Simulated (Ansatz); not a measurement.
The system is SnTe.

```
Te Sn
1.0
     3.90470    0.00000    0.00000
     0.00000    3.90470    0.00000
     0.00000    0.00000    3.90470
Te Sn
1 1
Direct
  0.50000 0.50000 0.50000
  0.00000 0.00000 0.00000
```

Measurements of this composition are mostly on another form, of space group No. 225.

```yaml
Program: Ansatz 0.2.0
Task: single point
Functional: PBE
Potentials_or_basis: all-electron LAPW, scalar-relativistic
Cutoff: 152 eV (chosen from the basis error)
Basis_error_allowed: 0.001 eV/atom
k_mesh: 7 × 7 × 7
Occupations: fermi-dirac, width 0.05 eV
Spin: no spin polarisation
```

On this cell: pressure -1.0 GPa; largest force zero by symmetry; band gap on the k mesh none (metal or under the smearing width).

The same run follows on a disturbed copy (atoms moved at random, drawn with an rms of 0.05 Å):

```
CELL_PARAMETERS angstrom
3.90470 0.00000 0.00000
0.00000 3.90470 0.00000
0.00000 0.00000 3.90470
ATOMIC_POSITIONS crystal
Te 0.48711 0.50165 0.49645
Sn 0.01226 0.00751 0.00919
```

What does the disturbed cell give?

The energy (extrapolated to zero smearing) moves by -1.6 meV/atom; pressure -0.8 GPa; largest force 0.054 eV/Å; band gap on the k mesh none (metal or under the smearing width).

Forces in eV/Å, atoms in the order of the input:
```
Te  -0.049 -0.010 -0.022
Sn   0.049  0.010  0.022
```

Stress tensor (GPa, compression positive):
```
-0.86  0.04  0.08
 0.04 -0.83  0.02
 0.08  0.02 -0.83
```

The energy falls, though the first cell shows no forces: that form is unstable against this distortion, unless noise or another electronic state is at work.
